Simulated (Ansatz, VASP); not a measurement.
**Two plane-wave programs on Mo**

Contents of INCAR:

```
SYSTEM = Mo
PREC = Accurate
ENCUT = 600
EDIFF = 1E-7
ISMEAR = -1
SIGMA = 0.1
LREAL = .FALSE.
LASPH = .TRUE.
NELM = 80
ALGO = Normal
ISIF = 3
LWAVE = .FALSE.
LCHARG = .FALSE.
GGA = CA
IBRION = 2
NSW = 80
EDIFFG = -0.01
```

KPOINTS

```
Automatic mesh
0
G
  8 8 11
  0 0 0
```

File POSCAR:

```
Mo
1.0
    4.4494349246      0.0000000000      0.0000000000
   -2.2247174623      3.8533236772      0.0000000000
    0.0000000000      0.0000000000      2.7275036088
Mo
3
Direct
    0.0000000000      0.0000000000      0.0000000000
    0.3333333333      0.6666666667      0.5000000000
    0.6666666667      0.3333333333      0.5000000000
```

Input for Ansatz:

```yaml
crystal:
  lattice:
    - [4.4494349246, 0.0, 0.0]
    - [-2.2247174623, 3.8533236772, 0.0]
    - [0.0, 0.0, 2.7275036088]
  atoms:
    - { symbol: Mo, position: [0.0, 0.0, 0.0] }
    - { symbol: Mo, position: [0.3333333333, 0.6666666667, 0.5] }
    - { symbol: Mo, position: [0.6666666667, 0.3333333333, 0.5] }
hamiltonian:
  xc: lda
  pseudopotentials:
    kind: paw
    azcp:
      Mo: "pseudopotentials/Mo.paw.azcp"
basis:
  ecutwfc: 420
  fft_grid_basis: typed
kpoints:
  mp_grid: { grid: [8, 8, 11], shift: [0, 0, 0] }
magnetization:
  spin_polarized: false
scf:
  occupations: { method: fermi_dirac, width: 0.1 }
relax:
  max_steps: 60
  f_tol: 0.01
  cell: {}
output:
  write_density: true
  write_potential: true
  elf: true
  volumetric_format: npy
```

The cell was built by a generator and needn't be a form met in nature.

Alike in both runs: task relaxation of cell and atoms; functional LDA; k mesh 8 × 8 × 11; occupations fermi-dirac, width 0.1 eV; no spin polarisation.

```csv
,VASP,Ansatz
version,VASP 6.6.1,Ansatz 0.2.0
potentials or method,"VASP PAW LDA potentials, release 64 (Mo_sv)","plane waves (420 eV) with PAW, scalar-relativistic"
plane-wave cutoff (eV),600,420
valence electrons in the cell,42,42
```

Ansatz gave:

| Quantity | Value |
| --- | --- |
| relaxed volume (Å³/atom) | 15.34 |
| relaxed cell length with the largest relative difference (Å) | 2.519 |
| energy change over the relaxation (meV/atom) | -112 |

Task: Which values does VASP return?

Result: Relaxed volume (Å³/atom): 15.41; relaxed cell length with the largest relative difference (Å): 2.524; energy change over the relaxation (meV/atom): -109.

Ansatz warned: «pseudo_functional_mismatch».
